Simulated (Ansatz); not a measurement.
# TiSe (P4/nmm) in Ansatz: convergence with wavefunction cutoff

Aim: find how far wavefunction cutoff must go before the results for TiSe settle, at PBEsol. This setting moves, with any that are tied to it; all else stays.

All numbers are computed with Ansatz 0.2.0; they aren't measurements. Logs are shortened: lines on timing, memory, paths and dates and some standing lists are left out, and cuts for length are marked.

## (1) The crystal as given

Symmetry: P4/nmm, No. 129, tetragonal system. Conventional cell: a = 4.178 Å, b = 4.178 Å, c = 5.984 Å, α = 90.00°, β = 90.00°, γ = 90.00°. Se (site symmetry 4mm) has 4 Ti at 2.53 Å as nearest neighbours. Around Ti (site symmetry -4m2) lie 4 Se at 2.53 Å.

The cell comes from a database or a generator and needn't be the stable form of this composition.

## (2) With wavefunction cutoff 200 eV

File input.yaml:

```yaml
crystal:
  lattice:
    - [4.178357, 0.0, 0.0]
    - [0.0, 4.178357, 0.0]
    - [0.0, 0.0, 5.984423]
  atoms:
    - { symbol: Se, position: [0.0, 0.5, 0.760556] }
    - { symbol: Se, position: [0.5, 0.0, 0.239444] }
    - { symbol: Ti, position: [0.0, 0.0, 0.0] }
    - { symbol: Ti, position: [0.5, 0.5, 0.0] }
hamiltonian:
  xc: pbesol
  pseudopotentials: { kind: paw }
kpoints:
  mp_grid: { grid: [6, 6, 4] }
scf:
  occupations: { method: gaussian, width: 0.1 }
output:
  forces: true
  stress: true
  eigenvalues: true
basis:
  ecutwfc: "200 eV"
```

Potentials or basis: Ansatz PAW.

Started as:

```console
$ ansatz run input.yaml --threads 2 --pin off --max-ram 5632MiB --backend cpu --events-out ev --progress --plain --runs-dir out
```

It took 1.3 s on 2 threads of Arm Neoverse V1, shared host; peak memory 0.33 GiB.

Results:

```
Free energy            : -15782.7721 eV
Pressure               : 0.0 GPa
Largest force          : 0.205 eV/Å
Band gap on the k mesh : none (metal or under the smearing width)
```

## (3) With wavefunction cutoff 250 eV

Changes to input.yaml since step 2:

```diff
@@ -22,2 +22,2 @@
 basis:
-  ecutwfc: "200 eV"
+  ecutwfc: "250 eV"
```

Potentials or basis: Ansatz PAW.

Started as:

```console
$ ansatz run input.yaml --threads 2 --pin off --max-ram 5632MiB --backend cpu --events-out ev --progress --plain --runs-dir out
```

Run time: 1.8 s. Hardware: 2 threads of Arm Neoverse V1, shared host; peak memory 0.34 GiB.

What came out:

```yaml
Free_energy: -15796.6032 eV
Pressure: -4.0 GPa
Largest_force: 0.352 eV/Å
Band_gap_on_the_k_mesh: none (metal or under the smearing width)
```

## (4) With wavefunction cutoff 300 eV

Changes to input.yaml since step 3:

```diff
@@ -22,2 +22,2 @@
 basis:
-  ecutwfc: "250 eV"
+  ecutwfc: "300 eV"
```

Started as:

```console
$ ansatz run input.yaml --threads 2 --pin off --max-ram 5632MiB --backend cpu --events-out ev --progress --plain --runs-dir out
```

It took 1.9 s on 2 threads of Arm Neoverse V1, shared host; peak memory 0.36 GiB.

Results:

* Free energy: -15799.1143 eV
* Pressure: -2.8 GPa
* Largest force: 0.292 eV/Å
* Band gap on the k mesh: none (metal or under the smearing width)

## (5) With wavefunction cutoff 350 eV

Changes to input.yaml since step 4:

```diff
@@ -22,2 +22,2 @@
 basis:
-  ecutwfc: "300 eV"
+  ecutwfc: "350 eV"
```

Started as:

```console
$ ansatz run input.yaml --threads 2 --pin off --max-ram 5632MiB --backend cpu --events-out ev --progress --plain --runs-dir out
```

Run time: 2.5 s. Hardware: 2 threads of Arm Neoverse V1, shared host; peak memory 0.38 GiB.

What came out:

* Free energy: -15799.4348 eV
* Pressure: -2.8 GPa
* Largest force: 0.292 eV/Å
* Band gap on the k mesh: none (metal or under the smearing width)

## (6) With wavefunction cutoff 400 eV

Changes to input.yaml since step 5:

```diff
@@ -22,2 +22,2 @@
 basis:
-  ecutwfc: "350 eV"
+  ecutwfc: "400 eV"
```

Potentials or basis: Ansatz PAW.

Started as:

```console
$ ansatz run input.yaml --threads 2 --pin off --max-ram 5632MiB --backend cpu --events-out ev --progress --plain --runs-dir out
```

Run time: 3 s. Hardware: 2 threads of Arm Neoverse V1, shared host; peak memory 0.4 GiB.

The run converged. Its results:

- Free energy: -15799.4558 eV
- Pressure: -2.8 GPa
- Largest force: 0.295 eV/Å
- Band gap on the k mesh: none (metal or under the smearing width)

## (7) With wavefunction cutoff 450 eV

Changes to input.yaml since step 6:

```diff
@@ -22,2 +22,2 @@
 basis:
-  ecutwfc: "400 eV"
+  ecutwfc: "450 eV"
```

Started as:

```console
$ ansatz run input.yaml --threads 2 --pin off --max-ram 5632MiB --backend cpu --events-out ev --progress --plain --runs-dir out
```

It took 3.6 s on 2 threads of Arm Neoverse V1, shared host; peak memory 0.41 GiB.

The run converged. Its results:

```yaml
Free_energy: -15799.4573 eV
Pressure: -2.8 GPa
Largest_force: 0.295 eV/Å
Band_gap_on_the_k_mesh: none (metal or under the smearing width)
```

## (8) With wavefunction cutoff 500 eV

Changes to input.yaml since step 7:

```diff
@@ -22,2 +22,2 @@
 basis:
-  ecutwfc: "450 eV"
+  ecutwfc: "500 eV"
```

Started as:

```console
$ ansatz run input.yaml --threads 2 --pin off --max-ram 5632MiB --backend cpu --events-out ev --progress --plain --runs-dir out
```

It took 3.9 s on 2 threads of Arm Neoverse V1, shared host; peak memory 0.44 GiB.

It converged, with:

- Free energy: -15799.4586 eV
- Pressure: -2.8 GPa
- Largest force: 0.296 eV/Å
- Band gap on the k mesh: none (metal or under the smearing width)

## (9) With wavefunction cutoff 600 eV

Changes to input.yaml since step 8:

```diff
@@ -22,2 +22,2 @@
 basis:
-  ecutwfc: "500 eV"
+  ecutwfc: "600 eV"
```

Potentials or basis: Ansatz PAW.

Started as:

```console
$ ansatz run input.yaml --threads 2 --pin off --max-ram 5632MiB --backend cpu --events-out ev --progress --plain --runs-dir out
```

It took 5.1 s on 2 threads of Arm Neoverse V1, shared host; peak memory 0.48 GiB.

Results (log left out):

* Free energy: -15799.4596 eV
* Pressure: -2.8 GPa
* Largest force: 0.296 eV/Å
* Band gap on the k mesh: none (metal or under the smearing width)

## (10) With wavefunction cutoff 800 eV

Changes to input.yaml since step 9:

```diff
@@ -22,2 +22,2 @@
 basis:
-  ecutwfc: "600 eV"
+  ecutwfc: "800 eV"
```

Potentials or basis: Ansatz PAW.

Started as:

```console
$ ansatz run input.yaml --threads 2 --pin off --max-ram 5632MiB --backend cpu --events-out ev --progress --plain --runs-dir out
```

Log:

```text
Warning: RAYON_NUM_THREADS=2 ignored (pool sized by the plan → 2); use --threads N
Engine: ansatz 0.2.0, aarch64-unknown-linux-gnu
Pseudopotentials: kind: paw
Pseudopotential: Se, paw, valence charge 16, recommended cutoff 420 eV (normal), Se.paw.azcp
Pseudopotential: Ti, paw, valence charge 12, recommended cutoff 420 eV (normal), Ti.paw.azcp
Functional definition: PBEsol
  exchange = pbesol_x
  correlation = pbesol_c
Crystal: 4 atoms, lattice volume = 104.480 Å³
Basis set: ecut = 800 eV, 5423 PW (Γ), exchange–correlation on 80×80×120 points (8 copies of the dense FFT grid, shifted against one another)
Bands: 34, of which v1, the nominal top of the filled ones, is band 28 counted from 1 (27 counted from 0)
Symmetry: 16 space group operations
Space group: P4/nmm (ITA 129), of the structure as read, at distance tolerance 4.7e-5 Å
k-points: 30 of 144
Non-local potential: Se, projectors of the file, l = 0: 2, l = 1: 2, l = 2: 3, l = 3: 1
Non-local potential: Ti, projectors of the file, l = 0: 3, l = 1: 2, l = 2: 3, l = 3: 1
PAW form: soft (Blöchl's): semilocal exchange-correlation on the pseudo side does not see the compensation charge
PAW frozen core: Se, regenerated for the run's functional, and the local potential with it (the file was generated under x = pbe(κ = 0.804, μ = 0.2195149727645171), c = pbe(β = 0.06672455060314922))
PAW frozen core: Ti, regenerated for the run's functional, and the local potential with it (the file was generated under x = pbe(κ = 0.804, μ = 0.2195149727645171), c = pbe(β = 0.06672455060314922))
PAW one-centre angular grid: Se, 590 points (default); XC on 64 Gauss nodes
PAW one-centre angular grid: Ti, 590 points (default); XC on 64 Gauss nodes
Initial density: superposition of atomic densities (neutral atoms: chi_scale 0, normalization atom), corrected by the library's trained network
Initial wavefunctions: pseudopotential atomic-orbital guess
Functional: x = pbesol(κ = 0.804, μ = 0.12345679012345678), c = pbesol(β = 0.046)
SCF iter   1: F=—  HF=-15799.467560 eV  |F-HF|=—  |Δ(HF+E_count)|=         —  Δρ=6.16e-3  dr2=3.33e-2  ethr=1.77e-3  ⟨swp⟩=5.0  Hψ=3927  notcnv=0
preconditioner: auto → LDOS  [metal: Δε(μ)=0.045 eV  Ē_g=6.497 eV  σ=0.100 eV  W_gap=0.25  n_scr=28 (ndim 8)  ℏωp=16.2 eV  f_vac=0.189  D(μ)=3.97/eV (n_scr^D=36)  β→1.0]
SCF iter   2: F=—  HF=-15799.462224 eV  |F-HF|=—  |Δ(HF+E_count)|=   5.34e-3  Δρ=2.72e-3  dr2=5.31e-3  ethr=5.95e-5  ⟨swp⟩=2.0  Hψ=2260  notcnv=0  defer=20
SCF iter   3: F=—  HF=-15799.460724 eV  |F-HF|=—  |Δ(HF+E_count)|=   1.50e-3  Δρ=8.14e-4  dr2=7.97e-4  ethr=9.48e-6  ⟨swp⟩=2.0  Hψ=1998  notcnv=0  defer=20
SCF iter   4: F=—  HF=-15799.460552 eV  |F-HF|=—  |Δ(HF+E_count)|=   1.72e-4  Δρ=2.48e-4  dr2=8.78e-5  ethr=1.42e-6  ⟨swp⟩=2.1  Hψ=1377  notcnv=0  defer=20
SCF iter   5: F=—  HF=-15799.460500 eV  |F-HF|=—  |Δ(HF+E_count)|=   5.24e-5  Δρ=4.75e-5  dr2=2.84e-6  ethr=1.57e-7  ⟨swp⟩=2.3  Hψ=1562  notcnv=0  defer=20
SCF iter   6: F=—  HF=-15799.460500 eV  |F-HF|=—  |Δ(HF+E_count)|=   1.80e-7  Δρ=1.09e-5  dr2=1.21e-7  ethr=5.06e-9  ⟨swp⟩=2.0  Hψ=1785  notcnv=0  defer=20
SCF iter   7: F=-15799.460500 eV  HF=-15799.460500 eV  |F-HF|=1.01e-8  |Δ(HF+E_count)|=   1.35e-8  Δρ=4.73e-6  dr2=2.13e-8  ethr=1.79e-10  ⟨swp⟩=6.0  Hψ=3481  notcnv=0
SCF 1 converged in 7 iterations: F = -15799.460500 eV  dr2 = 2.13e-8
SCF converged after 7 iterations
Free energy (F): -15799.460500 eV
Harris-Foulkes:  -15799.460500 eV  (|F-HF|=1.01e-8)
Internal energy: -15799.440473 eV  (E = F + TS)
E sigma→0 (E₀):  -15799.450486 eV
Entropy (-TS):   -0.020027 eV (-5.007 meV/atom)
Fermi energy:    7.855731 eV
--- Per-component energies (eV) ---
  E_band       = -1256.784440
  E_kinetic    = 783.181470
  E_local      = -8457.186950  (includes V_loc(G=0)·N_el)
  E_nonlocal   = -1164.176420
  E_hartree    = 3963.661369
  E_xc         = -399.760571
  E_vxc        = -438.809643  (∫ρ·V_xc dr)
  E_paw        = -5782.002499  (= ΣΔE_a)
  E_vpaw       = 92.881795  (= ΣTr[D̂ρ^β])
  E_aug_tail   = -0.000002  (compensation charges beyond the density's cutoff)
  E_ewald      = -4745.452538
  E_core_change = 2.295669  (= ΣΔE_core)
  E_smearing   = -0.020027  (= −TS)
  E_closure    = 0.000000  (closes the sum)
  Σ components = -15799.460500   (vs F -15799.460500, Δ=0.00e0)
--- Forces (eV/Å), atoms counted from 1 ---
  atom   1  Se     0.00000000     0.00000000     0.29612003
  atom   2  Se     0.00000000     0.00000000    -0.29612003
  atom   3  Ti     0.00000000     0.00000000     0.00000000
  atom   4  Ti     0.00000000     0.00000000     0.00000000
  max |Σ_I F_I| component: 1.39e-16 eV/Å
--- Stress (GPa, compression-positive) ---
       -3.291378       0.000000       0.000000
        0.000000      -3.291378       0.000000
        0.000000       0.000000      -1.967346
  P = ⅓ Tr σ = -2.8500 GPa (-28.500 kbar)
--- Band table (eV; the first three rows and the last of 30) ---
  k-point 0: bands = ["-49.1233", "-49.0518", "-40.3726", "-40.3726", "-40.3722", "-40.3722", "-40.3692", "-40.3691", "-40.3658", "-40.3646", "-40.3530", "-40.3529", "-25.6856", "-25.5977", "-25.5614", "-25.5614", "-25.2737", "-25.2737", "-6.2251", "-5.5929", "2.8002", "3.9360", "4.0154", "4.0154", "4.4897", "4.4897", "6.5061", "8.5519", "8.6416", "8.8883", "9.1635", "9.5881", "9.5881", "9.9727"]
  k-point 1: bands = ["-49.1233", "-49.0518", "-40.3726", "-40.3726", "-40.3722", "-40.3722", "-40.3692", "-40.3691", "-40.3658", "-40.3646", "-40.3530", "-40.3529", "-25.6857", "-25.5977", "-25.5614", "-25.5614", "-25.2737", "-25.2737", "-6.1671", "-5.6582", "2.9135", "3.7123", "3.9360", "3.9360", "4.5842", "4.5842", "6.5073", "8.4171", "8.6159", "8.9749", "9.6201", "9.6201", "9.9700", "10.0302"]
  k-point 2: bands = ["-49.1233", "-49.0518", "-40.3725", "-40.3725", "-40.3722", "-40.3722", "-40.3692", "-40.3691", "-40.3658", "-40.3646", "-40.3530", "-40.3529", "-25.6857", "-25.5977", "-25.5614", "-25.5614", "-25.2737", "-25.2737", "-6.0884", "-5.7440", "3.1806", "3.3402", "3.8749", "3.8749", "4.6605", "4.6605", "6.5085", "8.3329", "8.6844", "9.1594", "9.6597", "9.6597", "9.9667", "10.6818"]
  k-point 29: bands = ["-49.0869", "-49.0869", "-40.3722", "-40.3722", "-40.3713", "-40.3713", "-40.3691", "-40.3691", "-40.3655", "-40.3655", "-40.3531", "-40.3531", "-25.6378", "-25.6378", "-25.6215", "-25.6215", "-25.2415", "-25.2415", "-5.5468", "-5.5468", "2.8712", "2.8712", "4.0216", "4.0216", "4.6979", "4.6979", "7.1239", "7.1239", "7.4623", "7.4623", "8.8523", "8.8523", "9.2814", "9.2814"]
```

Wall time 6.9 s (2 threads of Arm Neoverse V1, shared host); peak memory 0.59 GiB.

What came out:

| Item | Value |
| --- | --- |
| Free energy | -15799.4605 eV |
| Pressure | -2.9 GPa |
| Largest force | 0.296 eV/Å |
| Band gap on the k mesh | none (metal or under the smearing width) |

## (11) Summary

```
wavefunction cutoff  energy less the tightest run, at zero smearing (meV/atom)  pressure (GPa)  largest force (eV/Å)  SCF cycles  CPU time (s)  peak memory (GiB)
             200 eV                                                    4171.93           -0.01                 0.205           8           2.5               0.33
             250 eV                                                     714.40           -4.04                 0.352           8           3.3               0.34
             300 eV                                                      86.56           -2.76                 0.292           7           3.6               0.36
             350 eV                                                       6.42           -2.83                 0.292           7           4.8               0.38
             400 eV                                                       1.17           -2.84                 0.295           7           5.9                0.4
             450 eV                                                       0.81           -2.85                 0.295           7             7               0.41
             500 eV                                                       0.48           -2.85                 0.296           6           7.5               0.44
             600 eV                                                       0.22           -2.85                 0.296           6           9.9               0.48
             800 eV                                                       0.00           -2.85                 0.296           7            14               0.59
```

Against the tightest run, the energy stays within 1 meV/atom from 450 eV on; the pressure stays within 0.1 GPa from 300 eV on; the largest force stays within 0.005 eV/Å from 300 eV on. The tightest run that finished is the yardstick and may itself not be fully converged.

Caveats: this functional lacks dispersion, which binds the layers, so the pressure and a relaxed spacing across them are unreliable; the PAW data sets come from PBE, with cores solved anew for the run's functional, which leaves a small shift of forces and pressure.
